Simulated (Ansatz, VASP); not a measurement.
# BP in VASP and in Ansatz

Contents of INCAR:

```
SYSTEM = BP
PREC     = Accurate       ! precision mode
ENCUT    = 520            ! plane-wave cutoff, eV
EDIFF    = 1E-6           ! SCF threshold, eV
ISMEAR   = 0              ! smearing method
SIGMA    = 0.02           ! smearing width, eV
LREAL    = .FALSE.        ! projectors in reciprocal space
LASPH    = .TRUE.         ! aspherical terms in the spheres
NELM     = 80             ! most SCF steps
ALGO     = Normal         ! electronic algorithm
ISIF     = 2              ! what is computed and relaxed
LWAVE    = .FALSE.        ! write WAVECAR
LCHARG   = .FALSE.        ! write CHGCAR
GGA      = PE             ! functional
NBANDS   = 11             ! bands
```

The input KPOINTS:

```
regular mesh
0
G
  10 10 10
  0 0 0
```

POSCAR

```
BP
1.0
    0.0000000000      2.5968667413      2.5968667413
    2.5968667413      0.0000000000      2.5968667413
    2.5968667413      2.5968667413      0.0000000000
B P
1 1
Direct
    0.0000000000      0.0000000000      0.0000000000
    0.7500000000      0.7500000000      0.7500000000
```

Input for Ansatz:

```yaml
crystal:
  lattice:
    - [0.0, 2.5968667413, 2.5968667413]
    - [2.5968667413, 0.0, 2.5968667413]
    - [2.5968667413, 2.5968667413, 0.0]
  atoms:
    - { symbol: B, position: [0.0, 0.0, 0.0] }
    - { symbol: P, position: [0.75, 0.75, 0.75] }
basis:
  ecutwfc: 420
kpoints:
  mp_grid: { grid: [10, 10, 10] }
hamiltonian:
  xc: pbe
scf:
  occupations: { method: gaussian, width: 0.02 }
output:
  forces: true
  stress: true
  eigenvalues: true
  write_density: true
  write_potential: true
  elf: true
  volumetric_format: npy
```

Alike in both runs: task single point; functional PBE; k mesh 10 × 10 × 10; occupations gaussian, width 0.02 eV; no spin polarisation.

|  | VASP | Ansatz |
| --- | --- | --- |
| version | VASP 6.6.1 | Ansatz 0.2.0 |
| potentials or method | VASP PAW PBE potentials, release 64 (B, P) | scalar-relativistic, plane waves, PAW |
| plane-wave cutoff (eV) | 520 | 420 |
| valence electrons in the cell | 8 | 8 |

|  | VASP | Ansatz | Ansatz less VASP |
| --- | --- | --- | --- |
| gap on the k mesh at the Fermi level (eV) | 1.66 | 1.66 | 0.000 |
| least direct gap on the mesh (eV) | 2.14 | 2.14 | 0.000 |
| pressure (GPa) | -28.9 | -28.9 | +0.07 |

The functional is the same, so the differences come from potentials, cutoffs and numerics.

Caveats: so large a pressure means that the cell lies far from this level's equilibrium, or that cutoff or potentials fall short (VASP). A k mesh can miss the band edges.
